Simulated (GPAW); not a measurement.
# Does bcc Fe11Si5 carry moments in GPAW?, part 2 of 2

Wanted: the moments of bcc Fe11Si5 and the energy gained by spin polarisation.

GPAW 26.7.0; PBE; plane waves with GPAW's PAW setups, scalar-relativistic.

So far. Step 2 (Run 1 (ferro +++++++++++)): After 48 cycles the largest moment stands at 2.69 μB.

## 3. Start 2: no spin polarisation

This run holds no moments, which gives a state to set the others against.

nospin.py reads:

```python
import json
import numpy as np
from ase import Atoms
from ase.parallel import paropen, parprint
from gpaw import GPAW

atoms = Atoms(['Si', 'Fe', 'Si', 'Fe', 'Si', 'Fe', 'Fe', 'Fe', 'Fe', 'Fe', 'Fe', 'Fe', 'Si', 'Fe', 'Si', 'Fe'],
    cell=[[5.6595, 0.0, 0.0],
         [0.0, 5.6595, 0.0],
         [0.0, 0.0, 5.6595]],
    scaled_positions=[[0.0, 0.0, 0.0],
         [0.25, 0.25, 0.25],
         [0.0, 0.0, 0.5],
         [0.25, 0.25, 0.75],
         [0.0, 0.5, 0.0],
         [0.25, 0.75, 0.25],
         [0.0, 0.5, 0.5],
         [0.25, 0.75, 0.75],
         [0.5, 0.0, 0.0],
         [0.75, 0.25, 0.25],
         [0.5, 0.0, 0.5],
         [0.75, 0.25, 0.75],
         [0.5, 0.5, 0.0],
         [0.75, 0.75, 0.25],
         [0.5, 0.5, 0.5],
         [0.75, 0.75, 0.75]],
    pbc=True)
atoms.calc = GPAW(mode={'name': 'pw', 'ecut': 450},
    xc='PBE',
    kpts={'size': (7, 7, 7), 'gamma': True},
    occupations={'name': 'fermi-dirac', 'width': 0.05},
    convergence={'density': 1e-05, 'energy': 1e-05},
    maxiter=200,
    mixer={'name': 'pulay', 'beta': 0.04, 'nmaxold': 8, 'weight': 100},
    symmetry={'tolerance': 1e-4},
    txt='nospin.txt')
e = atoms.get_potential_energy(force_consistent=True)
res = {'free_energy': e, 'energy_sigma0': atoms.get_potential_energy(), 'fermi_energy': atoms.calc.get_fermi_level()}
parprint(f'free energy: {e:.6f} eV')
atoms.calc.write('nospin.gpw')
with paropen('results.json', 'w') as f:
    json.dump(res, f)
```

Command:

```console
> OMP_NUM_THREADS=1 mpirun -n 4 gpaw python nospin.py > nospin.log
```

Numbers of over 12 decimals in the logs are rounded to 6 here.

Log:

```text
free energy: -127.846547 eV

--- nospin.txt ---
Input parameters:
  mode=PW(ecut=450),
  convergence={'density': 1e-05, 'energy': 1e-05},
  kpts=MonkhorstPack(size=(7, 7, 7), gamma=True),
  maxiter=200,
  mixer=Pulay(name='pulay', nmaxold=8, beta=0.04, weight=100, sigma=0.015, g_ss=None),
  occupations=Occupations(name='fermi-dirac', width=0.05),
  symmetry=Symmetry(tolerance=0.0001),
  xc=XC(name='PBE')

Diagonalizing LCAO Hamiltonian
Converting LCAO to pw mode
    .-------------.
   /|             |
  / |             |
 *  |  Fe     Fe  |
 |  |Fe     Fe    |
 | Fe     Si      |
 Si |  FFe    Fe  |
 |  .-------------.
 | SiFe   SiFe   /
 |/             /
 Si-----Fe-----*

Atoms  # Å, Bohr magnetons
|    | symbol |        x |        y |        z |    initial magnetic moments |
|----|--------|----------|----------|----------|-----------------------------|
|  0 |     Si | 0.000000 | 0.000000 | 0.000000 | ( 0.0000,  0.0000,  0.0000) |
|  1 |     Fe | 1.414875 | 1.414875 | 1.414875 | ( 0.0000,  0.0000,  0.0000) |
|  2 |     Si | 0.000000 | 0.000000 | 2.829750 | ( 0.0000,  0.0000,  0.0000) |
|  3 |     Fe | 1.414875 | 1.414875 | 4.244625 | ( 0.0000,  0.0000,  0.0000) |
|  4 |     Si | 0.000000 | 2.829750 | 0.000000 | ( 0.0000,  0.0000,  0.0000) |
|  5 |     Fe | 1.414875 | 4.244625 | 1.414875 | ( 0.0000,  0.0000,  0.0000) |
|  6 |     Fe | 0.000000 | 2.829750 | 2.829750 | ( 0.0000,  0.0000,  0.0000) |
|  7 |     Fe | 1.414875 | 4.244625 | 4.244625 | ( 0.0000,  0.0000,  0.0000) |
|  8 |     Fe | 2.829750 | 0.000000 | 0.000000 | ( 0.0000,  0.0000,  0.0000) |
|  9 |     Fe | 4.244625 | 1.414875 | 1.414875 | ( 0.0000,  0.0000,  0.0000) |
| 10 |     Fe | 2.829750 | 0.000000 | 2.829750 | ( 0.0000,  0.0000,  0.0000) |
| 11 |     Fe | 4.244625 | 1.414875 | 4.244625 | ( 0.0000,  0.0000,  0.0000) |
| 12 |     Si | 2.829750 | 2.829750 | 0.000000 | ( 0.0000,  0.0000,  0.0000) |
| 13 |     Fe | 4.244625 | 4.244625 | 1.414875 | ( 0.0000,  0.0000,  0.0000) |
| 14 |     Si | 2.829750 | 2.829750 | 2.829750 | ( 0.0000,  0.0000,  0.0000) |
| 15 |     Fe | 4.244625 | 4.244625 | 4.244625 | ( 0.0000,  0.0000,  0.0000) |

Unit cell  # Å
| periodic |        x |        y |        z |  lengths |    angles |
|----------|----------|----------|----------|----------|-----------|
|      yes | 5.659500 | 0.000000 | 0.000000 | 5.659500 | 90.000000 |
|      yes | 0.000000 | 5.659500 | 0.000000 | 5.659500 | 90.000000 |
|      yes | 0.000000 | 0.000000 | 5.659500 | 5.659500 | 90.000000 |

Number of symmetries: 8

BZ-sampling:
  Number of BZ points: 343
  Number of IBZ points: 64

  Monkhorst-Pack size: [7, 7, 7]
  Monkhorst-Pack shift: [0, 0, 0]

Plane wave coefficients: 3950
Cutoff: 450.000000 eV

Spin-components: 1 (collinear spins)
Bands:           69
Projectors:      91
Spin-degeneracy: 2
Datatype:        complex128

Parallelization:
  kpt:    4
  domain: 1
  band:   1

Density:
  Valence electrons: 108.0
  Components: 1
  Grid points: [28 28 28]
  Charge: 0.0  # |e|

Potential:
  Grid points: [28 28 28]

[... setups left out ...]
Reference energy: -420245.721850  # eV

eigensolver:
  PPCG
  Converge bands: occupied
  niter=2

density mixing:
  Pulay-Mixer
  Linear mixing parameters: 0.04
  Old densities: 8
  Fourier metric: weight=100, sigma=0.015

occupation numbers:
  Fermi-Dirac:
    width: 0.0500  # eV

poisson solver:
  ecut: 3600.000000  # eV

xc functional:
  name: PBE with 2 nearest neighbor stencil

convergence criteria:
- Maximum integral of absolute [dens]ity change: 1e-05 electrons / valence electron
- Maximum [total energy] change in last 3 cyles: 1e-05 eV / valence electron
- Maximum integral of absolute [eigenst]ate change: 4e-08 eV^2 / valence electron
maximum number of iterations: 200

SCF iterations
|iter     |      energy | eigst |  dens |
|---------|-------------|-------|-------|
|iter:   1|       0s | -127.876218 | +0.71 |       |
|iter:   2|       9s | -128.197287 | -0.84 | -1.26 |
|iter:   3|      18s | -128.091921 | -1.73 | -1.23 |
|iter:   4|      26s | -127.953665 | -2.27 | -1.30 |
|iter:   5|      35s | -127.752123 | -2.38 | -1.34 |
|iter:   6|      44s | -127.467576 | -1.28 | -1.41 |
|iter:   7|      52s | -127.496704 | -2.40 | -1.69 |
|iter:   8|      61s | -127.588125 | -2.02 | -1.77 |
|iter:   9|      71s | -127.609446 | -2.98 | -1.94 |
|iter:  10|      82s | -127.669123 | -2.56 | -1.97 |
[... 14 iterations left out ...]
|iter:  25|     269s | -127.687023c| -7.45c| -4.01 |
|iter:  26|     279s | -127.687010c| -7.26 | -4.03 |
|iter:  27|     285s | -127.687010c| -7.65c| -4.13 |
|iter:  28|     299s | -127.686996c| -7.46c| -4.16 |
|iter:  29|     312s | -127.687000c| -7.69c| -4.39 |
|iter:  30|     318s | -127.687003c| -7.80c| -4.59 |
|iter:  31|     330s | -127.687006c| -7.63c| -4.66 |
|iter:  32|     336s | -127.687006c| -8.24c| -4.86 |
|iter:  33|     341s | -127.687008c| -7.98c| -4.87 |
|iter:  34|     347s | -127.687009c| -7.85c| -5.02c|

Converged in 34 steps
Energy contributions relative to reference atoms: (reference = -420245.721850)

Energy contributions:
  Kinetic:          35.472096
  Coulomb:         -22.692095
  Zero:              1.908279
  External:          0.000000
  Xc:             -142.215751
  Entropy:          -0.319076
  Spinorbit:         0.000000
  ----------------------------
  Free energy:    -127.846547
  Extrapolated:   -127.687009

dipole moment: (-50.549089, -52.213456, -50.590582)  # |e|*Ang

Fermi level: 11.055
Eigenvalues  # (at kpt = [0.000, 0.000, 0.000])
| band index |      eig [eV] | occ [0-2] |
|------------|---------------|-----------|
|          0 |        -1.331 |     2.000 |
|        ... |               |           |
|         48 |        10.636 |     2.000 |
|         49 |        10.638 |     2.000 |
|         50 |        10.670 |     1.999 |
|         51 |        10.990 |     1.574 |
|         52 |        11.025 |     1.294 |
|         53 |        11.026 |     1.287 |
|         54 |        11.026 |     1.287 |
|         55 |        11.045 |     1.104 |
|         56 |        11.088 |     0.679 |
|         57 |        11.214 |     0.080 |
|         58 |        11.225 |     0.064 |
|         59 |        11.225 |     0.064 |
|         60 |        11.258 |     0.034 |
|         61 |        11.275 |     0.024 |
|         62 |        11.651 |     0.000 |
|         63 |        11.651 |     0.000 |
|        ... |               |           |
|         68 |        13.055 |     0.000 |

No gap
No difference between direct/indirect transitions
```

The job ended after 6.2 min (4 MPI ranks of Intel Xeon at 2.70GHz, shared host; peak memory 1.2 GiB; 25 min of CPU time).

Numbers from this step:

```
final state : non-magnetic (no spin polarisation)
```

It lies 255 meV a seeded atom over the first start.

## 4. Ranking

These are free energies at a smearing of 0.05 eV, so its entropy term is in the differences. They are divided by the number of seeded atoms, so that cells of unlike size compare.

Orders:

```
               start    final state  typed order kept  energy over the lowest (meV a seeded atom)  largest site moment (μB)  net moment (μB a primitive cell)  mesh matched  CPU time (s)
   ferro +++++++++++  ferromagnetic               yes                                           0                     2.694                              12.3           yes          3983
no spin polarisation   non-magnetic                 -                                       255.1                         0                                 0           yes          1481
```

## 5. Summary of results

| Item | Value |
| --- | --- |
| lower run | with moments |
| largest site moment | 2.69 μB |
| energy gained by spin polarisation | 255 meV a seeded atom |

In words: The crystal holds moments, up to 2.69 μB, and gains 255 meV a seeded atom by them. No antiferromagnetic order was tried, so the session says nothing on how the moments order.

[Logs and program files are shortened in this print: banners, set-up blocks, solver, clock and traceback lines can be left out without a mark of their own.]

[Logs are printed without paths, hosts, clocks, repeated set-up lines and the standing remarks that a program may print on its own settings, such as how far it seeks lower states.]

[Hosts, paths, dates, database ids (printed as entryN), source tags and the programs' standing remarks are cut or masked in the printed files.]

[Where a cell is said to come from a database of computed structures, the database is the Materials Project.]
